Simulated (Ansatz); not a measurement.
# A vibration from a frozen displacement in HgTe

The calculation used Ansatz 0.2.0, DFT PBE, scalar-relativistic, plane waves, PAW. The runs took a 420 eV cutoff, a Γ-centred 14×14×14 mesh and Gaussian smearing (0.15 eV). Spin–orbit coupling is left out, which matters for the heavy elements here. No spin polarisation. Energies are free energies at this smearing, counted from the undisturbed cell; pressure is positive in compression.

The undisturbed cell (as given, not relaxed at this level; it stands at 4.1 GPa):

```
Hg Te
1.0
     0.00000    3.22350    3.22350
     3.22350    0.00000    3.22350
     3.22350    3.22350    0.00000
Hg Te
1 1
Direct
  0.00000 0.00000 0.00000
  0.75000 0.75000 0.75000
```

Every Hg atom is moved by x along the Cartesian unit vector (-0.577, -0.577, -0.577); the cell and all other atoms stay fixed. The cell's volume is 66.99 Å³; the moved atoms weigh 200.592 u together and the others 127.600 u.

| x (Å) | ΔE (meV/cell) | total force on the moved atoms along the move (eV/Å) | pressure (GPa) |
| --- | --- | --- | --- |
| -0.1000 | 17.72 | 0.3293 | 4.2190 |
| -0.0750 | 10.33 | 0.2605 | 4.1534 |
| -0.0500 | 4.76 | 0.1834 | 4.1041 |
| -0.0250 | 1.24 | 0.0970 | 4.0730 |
| 0.0000 | 0.00 | 0.0000 | 4.0621 |
| 0.0250 | 1.33 | -0.1088 | 4.0737 |
| 0.0500 | 5.55 | -0.2305 | 4.1100 |
| 0.0750 | 12.98 | -0.3668 | 4.1734 |
| 0.0875 | 18.03 | -0.4408 | 4.2161 |
| 0.1000 | 24.02 | -0.5191 | 4.2665 |

Problem. What frequency belongs to this motion?

Solution. The force constant is k = −dF/dx = 4.115 eV/Å², from the parabola through x = -0.0250, 0 and 0.0250. In every cell the moved atoms swing against the rest, so the mass is μ = m₁m₂/(m₁ + m₂) = 77.990 u, and ν̃ = 521.5 cm⁻¹ × √(|k|/μ) = 120 cm⁻¹, at this cell's pressure of 4.1 GPa. To first order in x, and within 1 %, the force on every atom lies along the move and, within each of the two groups, in proportion to the atom's mass, so this is itself a mode at the zone centre of this cell.

Problem. How far does the harmonic law reach?

Solution. At x = -0.100 Å, kx²/2 = 20.58 meV against the computed 17.72 meV (-13.9 %): the well softens in this direction at large amplitude.

In a metal these slopes depend on the k mesh and the smearing.

The asymmetry of the well follows from the zinc-blende geometry. Positive x pushes Hg straight at one of its Te neighbours, where short-range repulsion steepens the energy, while negative x stretches that bond and moves Hg towards the open side of the tetrahedron. Without an inversion centre, a cubic term is allowed along this direction. The energies at opposite displacements average close to the harmonic value, so the softening on one side is mostly this odd term and not a general flattening of the well.

The pressure rises for displacements of either sign, which means that the force constant grows as the cell shrinks: the mode should harden under compression. The 120 cm⁻¹ lies close to the known transverse optical mode of HgTe at ambient pressure. That is reasonable despite the computed 4.1 GPa, because the cell is near the experimental volume and PBE favours a larger one; at its own equilibrium volume PBE would probably give a softer mode. The longitudinal branch, raised by the macroscopic field of the polar displacement, is not obtained here.
